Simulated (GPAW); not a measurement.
AlPt:

```
Pt Al
1.0
     3.09155    0.00000    0.00000
     0.00000    3.09155    0.00000
     0.00000    0.00000    3.09155
Pt Al
1 1
Direct
  0.50000 0.50000 0.50000
  0.00000 0.00000 0.00000
```

Measurements of this composition are mostly on another form, of space group No. 198.

* Program: GPAW 26.7.0
* Task: relaxation of cell and atoms
* Functional: PBEsol
* Dispersion: D3
* Potentials or basis: PAW data sets generated in the run's folder for this functional
* Cutoff: 600 eV
* Basis: pw
* k mesh: 9 × 9 × 9
* Occupations: fermi-dirac, width 0.05 eV
* Spin: no spin polarisation

At the start: pressure -9.9 GPa; volume 14.77 Å³/atom.

Problem. How do energy, volume and symmetry change on relaxing?

Solution. Over 4 steps the energy falls by 25.3 meV/atom and the volume is 14.00 Å³/atom (-5.3 %); space group Pm-3m (No. 221, to 0.05 Å).

The path:
```
step  energy change (eV)  largest force (eV/Å)  pressure (GPa)  volume (Å³)
   1              0.0000                0.0000           -9.91        29.55
   2             -0.0297                0.0000           -6.62        28.97
   3             -0.0504                0.0000            0.58        27.92
   4             -0.0506                0.0000           -0.03        28.00
```

Final structure:
```xyz
2
Lattice="3.0364 0.0000 0.0000 0.0000 3.0364 0.0000 0.0000 0.0000 3.0364" Properties=species:S:1:pos:R:3 pbc="T T T"
Pt    1.5182    1.5182    1.5182
Al    0.0000    0.0000    0.0000
```

Caveat: later steps reuse the first step's grids; pairwise dispersion overbinds metals, which lowers pressure and volume.
